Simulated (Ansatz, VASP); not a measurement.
One calculation of PbO2, two programs

The input INCAR:

```
  ALGO = Normal
  EDIFF = 1E-6
  ENCUT = 520
  GGA = PE
  ISIF = 2
  ISMEAR = -1
  LASPH = True
  LCHARG = False
  LREAL = False
  LWAVE = False
  NBANDS = 20
  NELM = 80
  PREC = Accurate
  SIGMA = 0.02
```

File KPOINTS:

```
k-points
0
Gamma
  6 6 6
```

File POSCAR:

```
PbO2
1.0
    0.0000000000      2.6581699301      2.6581699301
    2.6581699301      0.0000000000      2.6581699301
    2.6581699301      2.6581699301      0.0000000000
Pb O
1 2
Direct
    0.0000000000      0.0000000000      0.0000000000
    0.2500000000      0.2500000000      0.2500000000
    0.7500000000      0.7500000000      0.7500000000
```

Input for Ansatz:

```yaml
crystal:
  lattice:
    - [0.0, 2.6581699301, 2.6581699301]
    - [2.6581699301, 0.0, 2.6581699301]
    - [2.6581699301, 2.6581699301, 0.0]
  atoms:
    - { symbol: Pb, position: [0.0, 0.0, 0.0] }
    - { symbol: O, position: [0.25, 0.25, 0.25] }
    - { symbol: O, position: [0.75, 0.75, 0.75] }
kpoints:
  mp_grid: { grid: [6, 6, 6] }
hamiltonian:
  xc: pbe
scf:
  occupations: { method: fermi_dirac, width: 0.02 }
  n_extra_bands: 4
output:
  forces: true
  stress: true
  eigenvalues: true
basis:
  ecutwfc: 500
```

Alike in both runs: task single point; functional PBE; k mesh 6 × 6 × 6; occupations fermi-dirac, width 0.02 eV; no spin polarisation.

|  | VASP | Ansatz |
| --- | --- | --- |
| version | VASP 6.6.1 | Ansatz 0.2.0 |
| potentials or method | VASP PAW PBE potentials, release 64 (Pb_d, O) | plane waves |
| plane-wave cutoff (eV) | 520 | 500 |
| valence electrons in the cell | 26 | 26 |

|  | VASP | Ansatz | Ansatz less VASP |
| --- | --- | --- | --- |
| pressure (GPa) | 7.7 | 7.4 | -0.30 |

The runs have no spin-orbit coupling, so splittings on Pb are missing.
